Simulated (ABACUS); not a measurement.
# Pm (Fm-3m) in ABACUS: a series of runs

The runs below take Pm through single point, with PBE.

All numbers are computed with ABACUS 3.10.1; they aren't measurements. Logs are shortened: lines on timing, memory, paths and dates and some standing lists are left out, and cuts for length are marked.

**1. Starting point**

It takes space group Fm-3m (No. 225, cubic). The conventional cell has a = 5.168 Å, b = 5.168 Å, c = 5.168 Å, α = 90.00°, β = 90.00°, γ = 90.00°. Pm (site symmetry m-3m) is surrounded by 12 Pm at 3.65 Å.

This isn't the form of Pm at room conditions, which is double hcp.

**2. Single point, PBE, collinear spin, ferromagnetic start**

INPUT reads:

```
INPUT_PARAMETERS
suffix              Pm
calculation         scf
basis_type          pw
pseudo_dir          ./
symmetry            1
dft_functional      pbe
ecutwfc             52
pseudo_rcut         10
nspin               2
nbands              10
ks_solver           dav
smearing_method     fd
smearing_sigma      0.00367493
scf_thr             1e-08
scf_nmax            100
mixing_type         broyden
mixing_beta         0.4
cal_force           1
cal_stress          1
out_chg             1
out_pot             2
out_elf             1
```

STRU reads:

```
ATOMIC_SPECIES
Pm 144.9128 Pm.upf

LATTICE_CONSTANT
1.8897261246

LATTICE_VECTORS
0.0000000000 2.5841748100 2.5841748100
2.5841748100 0.0000000000 2.5841748100
2.5841748100 2.5841748100 0.0000000000

ATOMIC_POSITIONS
Direct

Pm
0.0
1
0.0000000000 0.0000000000 0.0000000000 1 1 1 mag 0
```

KPT reads:

```
K_POINTS
0
Gamma
9 9 9 0 0 0
```

Potentials or basis: PseudoDojo NC SR 0.4.1 PBE standard, lanthanides 3+ (f in core), plane waves.

Command:

```sh
> OMP_NUM_THREADS=1 mpirun -np 4 abacus > log
```

running log:

```text
ABACUS v3.10.1

               Atomic-orbital Based Ab-initio Computation at UStc

 ------------------------------------------------------------------------------------

 READING GENERAL INFORMATION
                           global_out_dir = OUT.Pm/
                           global_in_card = INPUT
                               pseudo_dir = ./
                              orbital_dir =
                                    DSIZE = 4
                                    GSIZE = 1

 READING UNITCELL INFORMATION
                                    ntype = 1
                  lattice constant (Bohr) = 1.88973
              lattice constant (Angstrom) = 1

 READING ATOM TYPE 1
                               atom label = Pm
                      L=0, number of zeta = 1
                      L=1, number of zeta = 1
                      L=2, number of zeta = 1
             number of atom for this type = 1
               magnetization of element 1 = 0
          Autoset magnetism for this atom = 1

                        TOTAL ATOM NUMBER = 1
DIRECT COORDINATES
    atom                   x                   y                   z     mag                  vx                  vy                  vz
taud_Pm1            0.0000000000        0.0000000000        0.0000000000  1.0000        0.0000000000        0.0000000000        0.0000000000

                          Volume (Bohr^3) = 232.912
                             Volume (A^3) = 34.514

 Lattice vectors: (Cartesian coordinate: in unit of a_0)
                   +0            +2.58417            +2.58417
             +2.58417                  +0            +2.58417
             +2.58417            +2.58417                  +0
 Reciprocal vectors: (Cartesian coordinate: in unit of 2 pi/a_0)
            -0.193485           +0.193485           +0.193485
            +0.193485           -0.193485           +0.193485
            +0.193485           +0.193485           -0.193485
 The esolver type has been set to : ksdft_pw

                PAO radial cut off (Bohr) = 10

 Read in pseudopotential file is Pm.upf
                     pseudopotential type = NC
          exchange-correlation functional = PBE
                 nonlocal core correction = 1
                        valence electrons = 11
                                     lmax = 3
                           number of zeta = 4
                     number of projectors = 7
                           L of projector = 0
                           L of projector = 0
                           L of projector = 1
                           L of projector = 1
                           L of projector = 2
                           L of projector = 2
                           L of projector = 3
     initial pseudo atomic orbital number = 10
 The readin total magnetization is 1

 SETUP THE ELECTRONS NUMBER
            electron number of element Pm = 11
      total electron number of element Pm = 11
            AUTOSET number of electrons:  = 11
                           occupied bands = 6
                                   NBANDS = 10
                                   NLOCAL = 9

%%%%%%%%%%%%%%%%%%%%%%%%%%%%%%%%%%%%%%%%%%%%%%%%%%%%%%%%%%%%%%%%%%%%%%%%%%%%%%%%%%%%%%%%%%%%%%%%%%%%%%%%%%
 Warning: the number of valence electrons in pseudopotential > 7 for Pm: [Xe] 4f5 6s2
 Pseudopotentials with additional electrons can yield (more) accurate outcomes, but may be less efficient.
 If you're confident that your chosen pseudopotential is appropriate, you can safely ignore this warning.
%%%%%%%%%%%%%%%%%%%%%%%%%%%%%%%%%%%%%%%%%%%%%%%%%%%%%%%%%%%%%%%%%%%%%%%%%%%%%%%%%%%%%%%%%%%%%%%%%%%%%%%%%%

 SETUP THE PLANE WAVE BASIS
 energy cutoff for charge/potential (unit:Ry) = 208
            fft grid for charge/potential = [ 32, 32, 32 ]
                        fft grid division = [ 1, 1, 1 ]
        big fft grid for charge/potential = [ 32, 32, 32 ]
                                     nbxx = 8192
                                     nrxx = 8192

 SETUP PLANE WAVES FOR CHARGE/POTENTIAL
                    number of plane waves = 11791
                         number of sticks = 673

 PARALLEL PW FOR CHARGE/POTENTIAL
     PROC   COLUMNS(POT)             PW
        1            169           2951
        2            168           2946
        3            168           2948
        4            168           2946
 --------------- sum -------------------
        4            673          11791
                            number of |g| = 168
                                  max |g| = 18.7183
                                  min |g| = 0

----------- Double Check Mixing Parameters Begin ------------
mixing_type: broyden
mixing_beta: 0.4
mixing_gg0: 1
mixing_gg0_min: 0.1
mixing_beta_mag: 1.6
mixing_gg0_mag: 0
mixing_ndim: 8
----------- Double Check Mixing Parameters End ------------

 LATTICE VECTORS: (CARTESIAN COORDINATE: IN UNIT OF A0)
                   +0            +2.58417            +2.58417
             +2.58417                  +0            +2.58417
             +2.58417            +2.58417                  +0
                       right hand lattice = 1
                                   NORM_A = 3.65458
                                   NORM_B = 3.65458
                                   NORM_C = 3.65458
                           ALPHA (DEGREE) = 60
                           BETA  (DEGREE) = 60
[... 8 lines left out ...]
                                    IBRAV = 3
                                  BRAVAIS = FACE CENTERED CUBIC
                       LATTICE CONSTANT A = 5.16835
Original cell was already a primitive cell.
                        ROTATION MATRICES = 48
              PURE POINT GROUP OPERATIONS = 48
                   SPACE GROUP OPERATIONS = 48
                              POINT GROUP = O_h
               POINT GROUP IN SPACE GROUP = O_h

 SETUP K-POINTS
                                    nspin = 2
                   Input type of k points = Monkhorst-Pack(Gamma)
                                   nkstot = 729
                       right hand lattice = 1
(for reciprocal lattice: )
[... 8 lines left out ...]
                       right hand lattice = 1
                        ROTATION MATRICES = 48
                               nkstot_ibz = 35
K-POINTS REDUCTION ACCORDING TO SYMMETRY
     IBZ    DIRECT_X    DIRECT_Y    DIRECT_Z  WEIGHT  ibz2bz
       1  0.00000000  0.00000000  0.00000000  0.0014       0
       2  0.11111111  0.11111111  0.11111111  0.0110       1
       3  0.22222222  0.22222222  0.22222222  0.0110       2
       4  0.33333333  0.33333333  0.33333333  0.0110       3
       5  0.44444444  0.44444444  0.44444444  0.0110       4
       6  0.11111111  0.11111111  0.00000000  0.0082      10
[... 22 lines left out ...]
      29  0.44444444  0.33333333  0.11111111  0.0329     112
      30 -0.44444444  0.44444444  0.22222222  0.0658     113
[... 5 further k points ...]

                               nkstot now = 35
[... K-POINTS DIRECT COORDINATES: 35 rows ...]

           k-point number in this process = 35
       minimum distributed K point number = 35
[... stars of the k points ...]
                             nks(nspin=2) = 70
                          nkstot(nspin=2) = 70

[... K-POINTS CARTESIAN COORDINATES: 70 rows ...]

[... K-POINTS DIRECT COORDINATES: 70 rows ...]

 SETUP PLANE WAVES FOR WAVE FUNCTIONS
     energy cutoff for wavefunc (unit:Ry) = 52
              fft grid for wave functions = [ 32, 32, 32 ]
                    number of plane waves = 2109
                         number of sticks = 211

 PARALLEL PW FOR WAVE FUNCTIONS
     PROC   COLUMNS(POT)             PW
        1             53            529
        2             52            526
        3             53            526
        4             53            528
 --------------- sum -------------------
        4            211           2109

 SETUP NONLOCAL PSEUDOPOTENTIALS IN PLANE WAVE BASIS
 Pm non-local projectors:
 projector 1 L=0
 projector 2 L=0
 projector 3 L=1
 projector 4 L=1
 projector 5 L=2
 projector 6 L=2
 projector 7 L=3
      TOTAL NUMBER OF NONLOCAL PROJECTORS = 25

 Init Non-Local PseudoPotential table :
 Init Non-Local-Pseudopotential done.

                                     npwx = 386

 Make real space PAO into reciprocal space.
       max mesh points in Pseudopotential = 1001
     dq(describe PAO in reciprocal space) = 0.01
                                    max q = 870

 number of pseudo atomic orbitals for Pm is 4
WARNING: norm of atomic wavefunction # 3 of atomic type Pm is 0.9996, renormalized
WARNING: norm of atomic wavefunction # 4 of atomic type Pm is 0.998747, renormalized

 -------------------------------------------
 SELF-CONSISTENT
 -------------------------------------------
                                 init_chg = atomic

 PW ALGORITHM --------------- ION=   1  ELEC=   1--------------------------------
 Notice: Threshold on eigenvalues was too large.
 hsover_error=0.11 > DRHO=0.00522452
 Origin diag ethr = 0.01
 New diag ethr = 4.74956e-05
          total magnetism (Bohr mag/cell) = 0.294392
       absolute magnetism (Bohr mag/cell) = 0.294446
                        nelec for spin up = 5.6472
                      nelec for spin down = 5.3528

 Density error is 0.00586407252842
                          Error Threshold = 4.74955942218e-05
----------------------------------------------------------
     Energy           Rydberg                 eV
----------------------------------------------------------
 E_KohnSham     -78.0923280254       -1062.5006312311
 E_Harris       -78.2680406335       -1064.8913239106
 E_Fermi        0.7795613667         10.6064765275
----------------------------------------------------------

 PW ALGORITHM --------------- ION=   1  ELEC=   2--------------------------------
          total magnetism (Bohr mag/cell) = 0.0482583127369
       absolute magnetism (Bohr mag/cell) = 0.0597682057787
                        nelec for spin up = 5.52412915637
                      nelec for spin down = 5.47587084363
[... 91 lines left out ...]
 PW ALGORITHM --------------- ION=   1  ELEC=   8--------------------------------
          total magnetism (Bohr mag/cell) = 0.000281904398481
       absolute magnetism (Bohr mag/cell) = 0.000281915150408
                        nelec for spin up = 5.5001409522
                      nelec for spin down = 5.4998590478

 Density error is 1.58582994272e-09
                          Error Threshold = 1.4493396027e-10
----------------------------------------------------------
     Energy           Rydberg                 eV
----------------------------------------------------------
 E_KohnSham     -78.0959850295       -1062.5503873242
 E_KS(sigma->0) -78.0954912506       -1062.5436691167
 E_Harris       -78.0959572060       -1062.5500087661
 E_band         -6.2160303032        -84.5734310644
 E_one_elec     -11.7233508316       -159.5043709631
 E_Hartree      9.4750469904         128.9146278878
 E_xc           -19.0450510613       -259.1212131351
 E_Ewald        -56.8016425691       -772.8259946988
 E_entropy(-TS) -0.0009875579        -0.0134364150
 E_descf        0.0000000000         0.0000000000
 E_exx          0.0000000000         0.0000000000
 E_Fermi        0.7804462806         10.6185163996
----------------------------------------------------------

 charge density convergence is achieved
 final etot is -1062.5503873 eV
 EFERMI = 10.6185164 eV
The vacuum level is 11.261621403 eV

 STATE ENERGY(eV) AND OCCUPATIONS    NSPIN == 2
SPIN UP :
 1/35 kpoint (Cartesian) = 0.0000 0.0000 0.0000 (363 pws)
       1       -28.9814     0.00137174
       2       -8.76937     0.00137174
       3       -8.76937     0.00137174
       4       -8.76937     0.00137174
       5        6.41146     0.00137174
       6        12.1097    1.53152e-16
       7        12.1097    1.53152e-16
       8        12.1097    1.53152e-16
       9        14.4118    1.54533e-36
      10        14.4118    1.54533e-36

 2/35 kpoint (Cartesian) = 0.021498 0.021498 0.021498 (362 pws)
       1       -28.9695      0.0109739
       2       -8.88905      0.0109739
       3       -8.78398      0.0109739
       4       -8.78398      0.0109739
       5        6.75230      0.0109739
       6        11.7962    6.47605e-13
       7        12.2672    5.24380e-17
       8        12.2672    5.24380e-17
       9        14.2411    3.75746e-34
      10        14.2411    3.75746e-34
[... 37 lines left out ...]
 6/35 kpoint (Cartesian) = 0.0000 0.0000 0.042997 (361 pws)
       1       -28.9655     0.00823045
       2       -8.88629     0.00823045
       3       -8.80990     0.00823045
       4       -8.80990     0.00823045
       5        6.86662     0.00823045
       6        11.5959    2.66933e-11
       7        12.4011    2.70707e-18
       8        12.4011    2.70707e-18
       9        13.7306    7.66353e-30
      10        14.5838    2.97205e-37

[... levels at 64 further k points ...]

------------------------------------------------------------------------------------------
 TOTAL-FORCE (eV/Angstrom)
------------------------------------------------------------------------------------------
                       Pm1         0.0000000000         0.0000000000         0.0000000000
------------------------------------------------------------------------------------------

----------------------------------------------------------------
 TOTAL-STRESS (KBAR)
----------------------------------------------------------------
        -2.8757780470        -0.0000000000         0.0000000000
        -0.0000000000        -2.8757780470         0.0000000000
        -0.0000000000         0.0000000000        -2.8757780470
----------------------------------------------------------------
 TOTAL-PRESSURE: -2.875778 KBAR

 --------------------------------------------
 !FINAL_ETOT_IS -1062.5503873241650581 eV
 --------------------------------------------
```

Wall time 3.3 s (4 MPI ranks of Intel Xeon 6975P-C (Granite Rapids), shared host); peak memory 0.24 GiB.

What came out:

* Free energy: -1062.5504 eV
* Band gap on the k mesh: none (metal or under the smearing width)
* Net moment: 0.00 μB per cell
* Absolute moment: 0.00 μB per cell

Levels at points of the mesh, in eV from the Fermi level:
Spin up:
```tsv
k point	band 2	band 3	band 4	band 5	band 6	band 7	band 8	band 9
(0.00, 0.00, 0.00)	-19.39	-19.39	-19.39	-4.21	1.49	1.49	1.49	3.79
```
Spin down:
```
           k point  band 3  band 4  band 5  band 6  band 7  band 8
(0.00, 0.00, 0.00)  -19.39  -19.39   -4.21    1.49    1.49    1.49
```

Caveat: the magnetic or orbital state may not be the lowest; all typed moments are zero, and the program then starts from 1 μB on every atom; spin-orbit coupling is left out, which moves the levels of the heavy elements; the 4f electrons are frozen in the core as for a trivalent ion, so they carry no moment and show no levels. The state reached can hang on the start; a lower one may exist.

**3. Single point, PBE, collinear spin, ferromagnetic start (cell strained at random at fixed volume)**

Edit INPUT of step 2 so:

```diff
@@ -20,4 +20,2 @@
 cal_stress          1
-out_chg             1
-out_pot             2
-out_elf             1
+kpar                4
```

STRU reads:

```
ATOMIC_SPECIES
Pm 144.9128 Pm.upf

LATTICE_CONSTANT
1.8897261246

LATTICE_VECTORS
0.0334940000 2.6200990000 2.4642190000
2.6532610000 -0.0574190000 2.5551320000
2.5783380000 2.6360890000 0.0175030000

ATOMIC_POSITIONS
Direct

Pm
0.0
1
0.0054050000 -0.0118250000 -0.0120180000 1 1 1 mag 0
```

KPT is that of step 2.

Potentials or basis: PseudoDojo NC SR 0.4.1 PBE standard, lanthanides 3+ (f in core), plane waves.

Command:

```sh
> OMP_NUM_THREADS=1 mpirun -np 4 abacus > log
```

Run time: 18 s. Hardware: 4 MPI ranks of Intel Xeon 6975P-C (Granite Rapids), shared host; peak memory 0.48 GiB.

Results (log left out):

| Property | Result |
| --- | --- |
| Free energy | -1062.5372 eV |
| Band gap on the k mesh | none (metal or under the smearing width) |
| Net moment | 0.00 μB per cell |
| Absolute moment | 0.00 μB per cell |

Caveat: the magnetic or orbital state may not be the lowest; all typed moments are zero, and the program then starts from 1 μB on every atom; spin-orbit coupling is left out, which moves the levels of the heavy elements; the 4f electrons are frozen in the core as for a trivalent ion, so they carry no moment and show no levels.
